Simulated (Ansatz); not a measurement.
**Anharmonic phonons and stability of GaAs (F-43m)**

Aim: the vibrations and stability of GaAs with thermal and zero-point motion included.

Program: Ansatz 0.2.0. Level of theory: DFT PBE, scalar-relativistic, plane waves, PAW; PAW set soft_1. Results are calculated unless marked as measured.

Most raw output is cut from this account.

## 1. The starting structure

Symmetry: F-43m, No. 216, cubic system. The conventional cell has a = 5.654 Å, b = 5.654 Å, c = 5.654 Å, α = 90.00°, β = 90.00°, γ = 90.00°. Nearest to Ga lie 4 As at 2.45 Å. Nearest to As lie 4 Ga at 2.45 Å. Farther neighbours are not listed.

Structure file:

```cif
data_structure
_symmetry_space_group_name_H-M 'F-43m'
_symmetry_Int_Tables_number 216
_cell_length_a 5.6537
_cell_length_b 5.6537
_cell_length_c 5.6537
_cell_angle_alpha 90.000
_cell_angle_beta 90.000
_cell_angle_gamma 90.000
_cell_volume 180.72
loop_
_atom_site_label
_atom_site_type_symbol
_atom_site_symmetry_multiplicity
_atom_site_Wyckoff_symbol
_atom_site_fract_x
_atom_site_fract_y
_atom_site_fract_z
_atom_site_occupancy
Ga1 Ga 4 a 0.00000 0.00000 0.00000 1
As1 As 4 d 0.25000 0.25000 0.75000 1
```

## 2. Probe on a coarse mesh

Before spending time, one coarse run tells the gap and the pressure of the starting cell.

input.yaml reads:

```yaml
crystal:
  lattice:
    - [0.0, 2.82685, 2.82685]
    - [2.82685, 0.0, 2.82685]
    - [2.82685, 2.82685, 0.0]
  atoms:
    - { symbol: Ga, position: [0.0, 0.0, 0.0] }
    - { symbol: As, position: [0.25, 0.25, 0.25] }
kpoints:
  mp_grid: { grid: [6, 6, 6] }
hamiltonian:
  xc: pbe
  pseudopotentials: { kind: paw, azcp: { folder: soft_1 } }
scf:
  occupations: { method: gaussian, width: 0.1 }
  lower_state_search: "off"
output:
  forces: true
  stress: true
  eigenvalues: true
```

Launch:

```bash
$ ansatz run input.yaml --threads 8 --pin off --max-ram 16384MiB --backend cpu --events-out ev --progress --plain --runs-dir out
```

Run time: 0.8 s. Hardware: 8 threads of Arm Neoverse V2, shared host; peak memory 0.33 GiB; 1.9 s of CPU time.

Numbers from this step:

- pressure: 3.280 GPa
- volume per atom: 22.59 Å³/atom
- gap on the k-mesh: 0.5160 eV

The start is under 3.3 GPa at this level and looks like an insulator or semiconductor on this mesh.

## 3. Relaxation

Phonons are second derivatives about a minimum, so cell and atoms are relaxed first, inside the symmetry of the start.

input.yaml, the sections that differ from step 2:

```yaml
kpoints:
  mp_grid: { grid: [12, 12, 12] }
scf:
  occupations: { method: gaussian, width: 0.02 }
  lower_state_search: "off"
output:
  forces: true
  stress: true
  eigenvalues: true
  write_density: true
  write_potential: true
  elf: true
  volumetric_format: npy
relax:
  adjacent_minimum: "off"
  f_tol: 0.005
  max_steps: 80
  cell: { stress_tol: 0.05 }
# crystal, hamiltonian: as in step 2
```

It took 4 s on 8 threads; peak memory 0.49 GiB; 28 s of CPU time.

The steps of the relaxation:

```csv
step,energy less that of the first step (eV),largest force component (eV/Å),pressure (GPa),volume (Å³)
1,0.0000,0.0000,3.31,45.18
2,-0.0209,0.0000,0.62,46.96
3,-0.0217,0.0000,0.05,47.39
4,-0.0217,0.0000,0.00,47.43
5*,-0.0222,0.0000,0.00,47.43
```

Relaxation steps marked * repeat the geometry before them on a plane-wave basis chosen anew for their cell, so energy and pressure can jump there.

The run keeps the 24 symmetry operations that it works with, so distortions that break them were not tested.

```csv
"conventional cell, symmetrised",before,after,change
a (Å),5.654,5.746,+1.6 %
b (Å),5.654,5.746,+1.6 %
c (Å),5.654,5.746,+1.6 %
volume (Å³/atom),22.59,23.71,+5.0 %
```

The relaxed structure:

```xyz
2
Lattice="0.0000 2.8729 2.8729 2.8729 0.0000 2.8729 2.8729 2.8729 0.0000" Properties=species:S:1:pos:R:3 pbc="T T T"
Ga    0.0000    0.0000    0.0000
As    1.4365    1.4365    1.4365
```

Numbers from this step:

```
pressure          : 8.47e-4 GPa
gap on the k-mesh : 0.1614 eV
volume per atom   : 23.71 Å³/atom
```

ELF in the ac plane of a cell with a along [110], b along [-110] and c along [001] of the cube at fractional y = 0.000, with atoms of Ga and As within 0.2 Å of it. It is the smooth field of the valence electrons, not physical close to the nuclei.

Values, 9 rows by 16 columns, each cell a mean:
```
0.10 0.28 0.62 0.66 0.64 0.68 0.38 0.13 0.10 0.28 0.62 0.66 0.64 0.68 0.38 0.13
0.29 0.56 0.72 0.39 0.30 0.65 0.67 0.34 0.29 0.56 0.72 0.39 0.30 0.65 0.67 0.34
0.20 0.50 0.61 0.28 0.20 0.54 0.58 0.27 0.20 0.50 0.61 0.28 0.20 0.54 0.58 0.27
0.04 0.24 0.52 0.60 0.60 0.57 0.34 0.08 0.04 0.24 0.52 0.60 0.60 0.57 0.34 0.08
0.01 0.05 0.19 0.36 0.40 0.25 0.08 0.02 0.01 0.05 0.19 0.36 0.40 0.25 0.08 0.02
0.05 0.03 0.03 0.05 0.06 0.04 0.03 0.04 0.05 0.03 0.03 0.05 0.06 0.04 0.03 0.04
0.20 0.14 0.06 0.02 0.01 0.04 0.11 0.19 0.20 0.14 0.06 0.02 0.01 0.04 0.11 0.19
0.24 0.25 0.17 0.06 0.04 0.12 0.23 0.25 0.24 0.25 0.17 0.06 0.04 0.12 0.23 0.25
0.08 0.21 0.31 0.32 0.31 0.33 0.25 0.08 0.08 0.21 0.31 0.32 0.31 0.33 0.25 0.08
```
Columns run along a (8.1 Å), rows up along c (5.7 Å), edges of the conventional cell, whose origin can differ from the input's. Atoms in or near the plane, at fractional coordinates: Ga at (0.50, 0.00), Ga at (0.00, 0.00), As at (0.75, 0.75), As at (0.25, 0.75).

Valence density in the ac plane of a cell with a along [110], b along [-110] and c along [001] of the cube at fractional y = 0.000, with atoms of Ga and As within 0.2 Å of it. It is the smooth field of the valence electrons, not physical close to the nuclei.

Ten steps, logarithmic in the rise over the least value, from '0' (0 e/Å³) to '9' (36 e/Å³), each cell a mean:
```
85211111125873111111137
42112222112432112221123
11123663211111125752111
00126995210001138983110
00125885110000137973100
00012442100000013431000
00001111000000011111000
00000000000000000000000
00000000000000000000000
00000000000000000000000
00000000000000000000000
00000000000000000000000
00000000000000000000000
21000000001221000000012
64100000014652100000125
96210000126984100000148
```
Columns run along a (8.1 Å), rows up along c (5.7 Å), edges of the conventional cell, whose origin can differ from the input's. Atoms in or near the plane, at fractional coordinates: Ga at (0.50, 0.00), Ga at (0.00, 0.00), As at (0.75, 0.75), As at (0.25, 0.75).

Electrostatic potential energy in the ac plane of a cell with a along [110], b along [-110] and c along [001] of the cube at fractional y = 0.000, with atoms of Ga and As within 0.2 Å of it. With pseudopotentials it is smooth inside the atoms' cores, unlike the true potential.

Ten even steps from '_' (-8 eV) to '@' (41 eV), each cell a mean:
```
@@**..::::::::::::..**@@%%::..::::::::::..--%%
--....::________::....--::..::..______..::..::
....::____----____::......::::__..--..__::::..
----::__::%%%%::__::--------..__++@@++__..----
----::__..****..__::--------..__==##==__..----
------..________..----------::____..____::----
--------::....::--------------::..__..::------
----------------------------------------------
----------------------------------------------
----------------------------------------------
----------------------------------------------
----------------------------------------------
::::----------------::::::------------------::
....::------------::........::----------::....
##--..::--------::..--##++....----------....**
@@##..::--------::..##@@@@--..----------..--@@
```
Columns run along a (8.1 Å; values clipped at the 3rd and 97th percentile), rows up along c (5.7 Å), edges of the conventional cell, whose origin can differ from the input's. Atoms in or near the plane, at fractional coordinates: Ga at (0.50, 0.00), Ga at (0.00, 0.00), As at (0.75, 0.75), As at (0.25, 0.75).

The relaxation ends with a pressure of 0.00 GPa.

## 4. Tight relaxation

The thresholds are tightened for a last relaxation ahead of the phonons, and where mesh or smearing change with them the cell follows.

input.yaml, the sections that differ from step 3:

```yaml
crystal:
  lattice:
    - [0.0, 2.8729471791, 2.8729471791]
    - [2.8729471791, 0.0, 2.8729471791]
    - [2.8729471791, 2.8729471791, 0.0]
  atoms:
    - { symbol: Ga, position: [0.0, 0.0, 0.0] }
    - { symbol: As, position: [0.25, 0.25, 0.25] }
output:
  forces: true
  stress: true
  eigenvalues: true
relax:
  adjacent_minimum: "off"
  f_tol: 0.001
  max_steps: 60
  cell: { stress_tol: 0.01 }
# kpoints, hamiltonian, scf: as in step 3
```

It took 1.7 s on 8 threads; peak memory 0.47 GiB; 11 s of CPU time.

Little changed from the start: no atom moved by 0.005 Å and no cell edge by 0.1 %.

This step gave:

| Quantity | Value |
| --- | --- |
| pressure | 8.57e-4 GPa |

The residual pressure is 8.6e-4 GPa, small enough for phonons.

## 5. What came out

```json
{
  "phonons at temperature": "not obtained"
}
```

**Reading.** The sampling at temperature was not started, because a trial frame showed that it would not fit the time allowed; the session ends with the prepared cell.

[Logs are printed without paths, hosts, clocks, repeated set-up lines and the standing remarks that a program may print on its own settings, such as how far it seeks lower states.]

[Hosts, paths, dates, database ids (printed as entryN), source tags and the programs' standing remarks are cut or masked in the printed files.]

[A step with changed settings may run another functional than the one named; its input shows which.]
